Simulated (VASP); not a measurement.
**PbSe in VASP 6.6.1, single-point calculation**

INCAR

```
EDIFF = 1E-7
LWAVE = .FALSE.
ISMEAR = -1
NSW = 0
GGA = PE
PREC = Accurate
LASPH = .TRUE.
LCHARG = .FALSE.
NBANDS = 17
SIGMA = 5
IBRION = -1
NELM = 87
LREAL = .FALSE.
ISIF = 2
ENCUT = 520
```

KPOINTS

```
KPOINTS created by Atomic Simulation Environment
0
Gamma
8 8 8
0 0 0
```

POSCAR

```
Pb Se
 1.0000000000000000
     0.0000000000000000    3.0732587094000001    3.0732587094000001
     3.0732587094000001    0.0000000000000000    3.0732587094000001
     3.0732587094000001    3.0732587094000001    0.0000000000000000
 Pb  Se
   1   1
Cartesian
  0.0000000000000000  0.0000000000000000  0.0000000000000000
  3.0732587094000001  3.0732587094000001  3.0732587094000001
```

The recommended PBE PAW datasets give the neutral cell 20 valence electrons.

Command

```
mpirun -np 1 vasp_std
```

Q: How does this run end, and what does it give?

A: It converged. Results: gap between bands v and c on the k mesh 0.95 eV; least direct gap on the k mesh 0.95 eV; pressure 36.2 GPa. Band v is the last that the valence electrons fill when counted band by band, and c is the next.

OSZICAR

```
N       E                     dE             d eps       ncg     rms          rms(c)
DAV:   1     0.129518643498E+03    0.12952E+03   -0.95390E+03   986   0.121E+03
DAV:   2    -0.316116184311E+02   -0.16113E+03   -0.15367E+03  1053   0.309E+02
DAV:   3    -0.455204868422E+02   -0.13909E+02   -0.13332E+02  1216   0.906E+01
DAV:   4    -0.460482315128E+02   -0.52774E+00   -0.51309E+00  1242   0.161E+01
DAV:   5    -0.460909557701E+02   -0.42724E-01   -0.41739E-01  1363   0.292E+00    0.511E+00
DAV:   6    -0.457814669794E+02    0.30949E+00   -0.56182E-01  1259   0.109E+01    0.264E+00
DAV:   7    -0.457264839033E+02    0.54983E-01   -0.15420E-01  1313   0.346E+00    0.922E-01
DAV:   8    -0.457236297722E+02    0.28541E-02   -0.18114E-02  1167   0.731E-01    0.316E-01
DAV:   9    -0.457238708644E+02   -0.24109E-03   -0.53908E-03  1219   0.387E-01    0.578E-02
DAV:  10    -0.457240706410E+02   -0.19978E-03   -0.23282E-03  1291   0.681E-02    0.125E-02
...
DAV:  53    -0.457244697853E+02   -0.18381E-06   -0.18454E-06   499   0.693E-05    0.101E-03
DAV:  54    -0.457244699558E+02   -0.17052E-06   -0.17009E-06   499   0.102E-04    0.101E-03
DAV:  55    -0.457244701121E+02   -0.15633E-06   -0.15687E-06   499   0.604E-05    0.102E-03
DAV:  56    -0.457244702548E+02   -0.14268E-06   -0.14452E-06   499   0.190E-04    0.100E-03
DAV:  57    -0.457244703882E+02   -0.13336E-06   -0.13317E-06   499   0.102E-04    0.101E-03
DAV:  58    -0.457244705119E+02   -0.12373E-06   -0.12259E-06   499   0.991E-05    0.102E-03
DAV:  59    -0.457244706209E+02   -0.10900E-06   -0.11290E-06   498   0.120E-04    0.997E-04
DAV:  60    -0.457244707219E+02   -0.10102E-06   -0.10381E-06   496   0.116E-04    0.101E-03
DAV:  61    -0.457244707994E+02   -0.77493E-07   -0.95608E-07   496   0.292E-04
   1 F= -.45724471E+02 E0= -.11469399E+02  d E =-.685101E+02
```

These settings aren't sound, so the numbers aren't properties of the crystal.

The fault: smearing far too wide.

On sound settings PBE gives a gap of 0.33 eV on its mesh and a pressure of 1.7 GPa for the intended cell. This run's energy (σ→0) differs from it by -1641 meV an atom.
